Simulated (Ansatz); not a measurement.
La:

```
La
1.0
    -2.12383    2.12383    2.12383
     2.12383   -2.12383    2.12383
     2.12383    2.12383   -2.12383
La
1
Direct
  0.00000 0.00000 0.00000
```

This isn't the form of La at room conditions, which is double hcp.

Base run:

```yaml
Program: Ansatz 0.2.0
Functional: PBEsol
Potentials_or_basis: all-electron LAPW, scalar-relativistic
Cutoff: 123 eV (chosen from the basis error)
Basis_error_allowed: 0.001 eV/atom
k_mesh: 9 × 9 × 9
Occupations: gaussian, width 0.05 eV
Spin: no spin polarisation
Hubbard_terms: La f U = 6 eV
```

Its results: pressure -1.3 GPa.

Task: The run is repeated on the same cell with these changes: hubbard terms from La f U = 6 eV to none. What comes out?

Result: Pressure -2.6 GPa.

Caveats: U is the effective U less J, on atomic orbitals that reach past the spheres (some runs); U without spin polarisation on a metal has little footing (some runs); the U is typed as a test and isn't derived for this compound (some runs).
